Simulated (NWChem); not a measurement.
# C5H6 (cyclopentadiene): levels of theory compared

Wanted: a comparison of 5 runs (B2PLYP/6-31G*, B3LYP/6-31G*, CAM-B3LYP/6-31G*, wB97X/6-31G*, MP3/6-31G*) of C5H6 (cyclopentadiene). 

Program for the calculation: NWChem 7.3.0.

## (1) The system as given

C5H6 has 11 atoms, charge 0, and is taken as a singlet. SMILES: `C1=CCC=C1`. Geometry: relaxed at PBE0-D4/def2-TZVP.

Bond lengths: C1–C2 1.342 Å, C2–C3 1.493 Å, C3–C4 1.493 Å, C1–C5 1.460 Å, C4–C5 1.342 Å, C1–H6 1.082 Å, C2–H7 1.081 Å, C3–H8 1.098 Å, C3–H9 1.098 Å, C4–H10 1.081 Å, C5–H11 1.082 Å. Some angles: C1–C2–C3 109.1°, C2–C1–C5 109.2°, C2–C3–C4 103.4°, C3–C4–C5 109.1°, C1–C5–C4 109.2°, C1–C2–H7 126.8°, C3–C2–H7 124.1°, C2–C1–H6 126.1°, C5–C1–H6 124.7°, C2–C3–H8 112.0°.

## (2) The energy at B2PLYP/6-31G(d) (spherical functions) (run 1)

File job.nw:

```
echo
start job
memory stack 880 mb heap 220 mb global 1100 mb

geometry units au noautosym nocenter noautoz
   C     -2.25047484     0.82316470    -0.47847865
   C     -1.37572062     0.02910178     1.76576009
   C      1.31524938    -0.76496114     1.47738788
   C      1.84418373    -0.30613563    -1.25477815
   C     -0.24453056     0.61491688    -2.35988998
   H     -4.13755535     1.51310371    -0.86152614
   H     -2.40996773    -0.04459754     3.52641792
   H      1.59776344    -2.75314199     1.99933024
   H      2.58155486     0.32711159     2.70608781
   H      3.64263608    -0.67501017    -2.15164217
   H     -0.43955030     1.12911136    -4.33011844
end

basis spherical bse
   * library 6-31G*
end

dft
   xc hfexch 0.53 becke88 0.47 lyp 0.73 mp2 0.27
   dftmp2 semidirect
   grid xfine
   convergence energy 1e-08
   iterations 100
   mulliken
   print medium
end

mp2
   freeze core 5
end

task dft
```

Started as:

```sh
$ nwchem job.nw > job.out
```

Log:

```text
[...]
          Wavefunction type:  closed shell.
          No. of atoms     :    11
          No. of electrons :    36
[...]
          Charge           :     0
          Spin multiplicity:     1
[...]
          AO basis - number of functions:    82
[...]
              XC Information
              --------------
                     Hartree-Fock (Exact) Exchange  0.530
                    Becke 1988 Exchange Functional  0.470
              Lee-Yang-Parr Correlation Functional  0.730
[...]
 d= 0,ls=0.0,diis     1   -193.6042474675 -3.51D+02  6.40D-03  2.94D-01     3.4
[...]
 d= 0,ls=0.0,diis     9   -193.6526498880 -2.11D-09  9.66D-07  1.73D-09    26.7
         Total DFT energy =     -193.652649887983
      One electron energy =     -571.462145353616
           Coulomb energy =      249.354405191250
    Exchange-Corr. energy =      -28.958822153804
 Nuclear repulsion energy =      157.413912428187
[...]
      Total Density - Mulliken Population Analysis
     ---------------------------------------------
    Atom       Charge   Shell Charges
 -----------   ------   -------------------------------------------------------
    1 C    6     6.15   2.00  0.69  2.04  0.49  0.89  0.04
    2 C    6     6.16   2.00  0.68  2.03  0.52  0.89  0.04
    3 C    6     6.36   2.00  0.67  2.11  0.60  0.95  0.05
    4 C    6     6.16   2.00  0.68  2.03  0.52  0.89  0.04
    5 C    6     6.15   2.00  0.69  2.04  0.49  0.89  0.04
    6 H    1     0.85   0.53  0.32
    7 H    1     0.84   0.53  0.32
    8 H    1     0.82   0.52  0.30
    9 H    1     0.82   0.52  0.30
   10 H    1     0.84   0.53  0.32
[...]
  Basis functions       =     82
[...]
```

Wall time 29 s (1 thread of AMD EPYC 9R14 (Zen 4), shared host); peak memory 0.23 GiB.

## (3) Energy and forces at B3LYP/6-31G(d) (spherical functions) (run 2)

File c5h6.xyz:

```xyz
11
C5H6 gradient
C     -1.190900     0.435600    -0.253200
C     -0.728000     0.015400     0.934400
C      0.696000    -0.404800     0.781800
C      0.975900    -0.162000    -0.664000
C     -0.129400     0.325400    -1.248800
H     -2.189500     0.800700    -0.455900
H     -1.275300    -0.023600     1.866100
H      0.845500    -1.456900     1.058000
H      1.366100     0.173100     1.432000
H      1.927600    -0.357200    -1.138600
H     -0.232600     0.597500    -2.291400
```

File run.py:

```python
from ase.io import read
from ase.calculators.nwchem import NWChem

system = read('c5h6.xyz')

calc = NWChem(
    label='c5h6',
    theory='dft',
    memory='2200 mb',
    basis='6-31G*',
    basispar='spherical bse',
    dft={'xc': 'b3lyp', 'mult': '1', 'grid': 'xfine', 'convergence': 'energy 1e-08', 'iterations': '100', 'mulliken': None},
)
system.calc = calc

forces = system.get_forces()
e = system.get_potential_energy()
print(f"E = {e:.6f} eV")
print("forces (eV/A):")
for s, f in zip(system.symbols, forces):
    print(f"{s:2s} {f[0]:10.5f} {f[1]:10.5f} {f[2]:10.5f}")
print("dipole (e A):", system.get_dipole_moment().round(4))
```

Started as:

```sh
$ export ASE_NWCHEM_COMMAND="nwchem PREFIX.nwi > PREFIX.nwo"
$ python run.py
```

Log:

```text
E = -5281.639695 eV
forces (eV/A):
C    -0.34967    0.14234   -0.12691
C    -0.22585   -0.01682    0.37127
C     0.24539   -0.13406    0.27665
C     0.37929   -0.07826   -0.19587
C    -0.09138    0.11220   -0.37348
H    -0.09698    0.04119   -0.03959
H    -0.04443   -0.00848    0.09708
H     0.03286   -0.10943    0.04721
H     0.08109    0.04073    0.08166
H     0.09878   -0.02278   -0.03656
H    -0.02910    0.03348   -0.10146
dipole (e A): [ 0.0582 -0.0339  0.0659]
```

The calculator wrote c5h6.nwi:

```
title "c5h6"

permanent_dir c5h6

scratch_dir c5h6

start c5h6

geometry units angstrom nocenter noautosym noautoz
  C  -1.1909000000000001e+00 4.3559999999999999e-01 -2.5319999999999998e-01
  C  -7.2799999999999998e-01 1.5400000000000000e-02 9.3440000000000001e-01
  C  6.9599999999999995e-01 -4.0479999999999999e-01 7.8180000000000005e-01
  C  9.7589999999999999e-01 -1.6200000000000001e-01 -6.6400000000000003e-01
  C  -1.2939999999999999e-01 3.2540000000000002e-01 -1.2487999999999999e+00
  H  -2.1894999999999998e+00 8.0069999999999997e-01 -4.5590000000000003e-01
  H  -1.2753000000000001e+00 -2.3599999999999999e-02 1.8661000000000001e+00
  H  8.4550000000000003e-01 -1.4569000000000001e+00 1.0580000000000001e+00
  H  1.3661000000000001e+00 1.7310000000000000e-01 1.4319999999999999e+00
  H  1.9276000000000000e+00 -3.5720000000000002e-01 -1.1386000000000001e+00
  H  -2.3260000000000000e-01 5.9750000000000003e-01 -2.2913999999999999e+00
end

memory 2200 mb

basis spherical bse noprint
   * library 6-31G*
end

dft
  xc b3lyp
  mult 1
  grid xfine
  convergence energy 1e-08
  iterations 100
  mulliken
end

task dft gradient
```

c5h6.nwo:

```text
Northwest Computational Chemistry Package (NWChem) 7.3.0
             --------------------------------------------------------

           Job information
           ---------------

    nwchem branch   = 7.3.0
    use scalapack   = T
    input           = c5h6.nwi
    prefix          = c5h6.
    data base       = c5h6/c5h6.db
    status          = startup
    nproc           =        1

           Memory information
           ------------------

    heap     =     72089600 doubles =      550.0 Mbytes
    stack    =     72089597 doubles =      550.0 Mbytes
    global   =    144179200 doubles =     1100.0 Mbytes (distinct from heap & stack)
    total    =    288358397 doubles =     2200.0 Mbytes
    verify   = yes
    hardfail = no

           Directory information
           ---------------------

  0 permanent = c5h6
  0 scratch   = c5h6

                                NWChem Input Module
                                -------------------

                                       c5h6
                                       ----

[... 97 lines left out ...]
  convergence criterion.
[... 17 lines left out ...]
          Convergence on gradient requested:  5.00D-04
[... 25 lines left out ...]
          Convergence aids based upon iterative change in
[... 28 lines left out ...]
 1-e energy   =    -567.216747
[... 44 lines left out ...]
         Total DFT energy =     -194.096680336273
[... 2 lines left out ...]
    Exchange-Corr. energy =      -29.409509301756
[... 648 lines left out ...]
          Convergence on energy requested:  1.00D-08
[... 23 lines left out ...]
          Spatial weights used:  Erf1
[... 4 lines left out ...]
          total energy or number of iterations.
[... 18 lines left out ...]
                            NWChem DFT Gradient Module
                            --------------------------

                                       c5h6

  charge          =   0.00
  wavefunction    = closed shell

                         DFT ENERGY GRADIENTS

    atom               coordinates                        gradient
                 x          y          z           x          y          z
   1 C      -2.250475   0.823165  -0.478479    0.006800  -0.002768   0.002468
   2 C      -1.375721   0.029102   1.765760    0.004392   0.000327  -0.007220
   3 C       1.315249  -0.764961   1.477388   -0.004772   0.002607  -0.005380
[... 7 lines of this table left out ...]
  11 H      -0.439550   1.129111  -4.330118    0.000566  -0.000651   0.001973

                 ----------------------------------------
                 |  Time  |  1-e(secs)   |  2-e(secs)   |
                 ----------------------------------------
                 |  CPU   |       0.01   |       1.35   |
                 ----------------------------------------
                 |  WALL  |       0.01   |       1.35   |
                 ----------------------------------------

 Task  times  cpu:       29.6s     wall:       29.6s
 Total times  cpu:       29.6s     wall:       29.6s
```

Wall time 31 s (1 thread of AMD EPYC 9R14 (Zen 4), shared host); peak memory 0.15 GiB.

Runs 3 to 4 aren't shown in full; the table further down has their settings and results.

## (4) A single-point energy at MP3/6-31G(d) (spherical functions) (run 5)

File sp.nw:

```
start sp
title "C5H6"
memory stack 330 mb heap 110 mb global 1760 mb

geometry units angstrom noautosym nocenter noautoz
  C       -1.190900       0.435600      -0.253200
  C       -0.728000       0.015400       0.934400
  C        0.696000      -0.404800       0.781800
  C        0.975900      -0.162000      -0.664000
  C       -0.129400       0.325400      -1.248800
  H       -2.189500       0.800700      -0.455900
  H       -1.275300      -0.023600       1.866100
  H        0.845500      -1.456900       1.058000
  H        1.366100       0.173100       1.432000
  H        1.927600      -0.357200      -1.138600
  H       -0.232600       0.597500      -2.291400
end

basis "ao basis" spherical bse
  C library 6-31G*
  H library 6-31G*
end

scf
  singlet
  rhf
  thresh 1e-08
  maxiter 80
end

tce
  scf
  mbpt3
  freeze core 5
  maxiter 60
end

task tce
```

Started as:

```sh
$ nwchem sp.nw > sp.out
```

Log:

```text
[...]
  functions       =    82
[...]
  wavefunction    = RHF
[...]
         Total SCF energy =   -192.789995491759
      One-electron energy =   -571.012152677381
      Two-electron energy =    220.808233459714
 Nuclear repulsion energy =    157.413923725908
        Time for solution =      8.4s
[...]
         Wavefunction type : Restricted Hartree-Fock
          No. of electrons :    36
[...]
         Spin multiplicity : singlet
[...]
```

Wall time 26 s (1 thread of AMD EPYC 9R14 (Zen 4), shared host); peak memory 1.2 GiB.

## (5) All runs side by side

```
run                                   level      task  frozen core orbitals  energy (Eh)  dipole moment (D)  HOMO energy (eV)  LUMO energy (eV)  wall time
  1     B2PLYP/6-31G* (spherical functions)    energy                     5  -193.861735               0.40             -6.79              1.42       29 s
  2      B3LYP/6-31G* (spherical functions)  gradient                     –  -194.096680               0.45             -5.76             -0.23       31 s
  3  CAM-B3LYP/6-31G* (spherical functions)  gradient                     –  -193.975759               0.45             -7.28              1.18       70 s
  4      wB97X/6-31G* (spherical functions)  gradient                     –  -194.042622               0.45             -8.35              2.16       89 s
  5        MP3/6-31G* (spherical functions)    energy                     5  -193.451641                  –             -8.20              3.79       26 s
```

## (6) Outcome

```
                                          quantity          value
                               run 5: total energy  -193.45164 Eh
        run 5: HOMO energy (Hartree–Fock orbitals)       -8.20 eV
        run 5: LUMO energy (Hartree–Fock orbitals)        3.79 eV
      run 5: HOMO–LUMO gap (Hartree–Fock orbitals)       11.99 eV
run 5: correlation energy (5 core orbitals frozen)     -661.6 mEh
```

What this shows: Over runs 1, 2, 3, 4 the dipole moment (its size) runs from 0.40 D (B2PLYP/6-31G*) to 0.45 D (B3LYP/6-31G*). A double hybrid's value is that of its SCF part. Over runs 1, 2, 3, 4 the HOMO–LUMO gap runs from 5.53 eV (B3LYP/6-31G*) to 10.51 eV (wB97X/6-31G*). Totals of different functionals can't be ranked against each other. All runs together took 4.1 min, the longest 89 s.
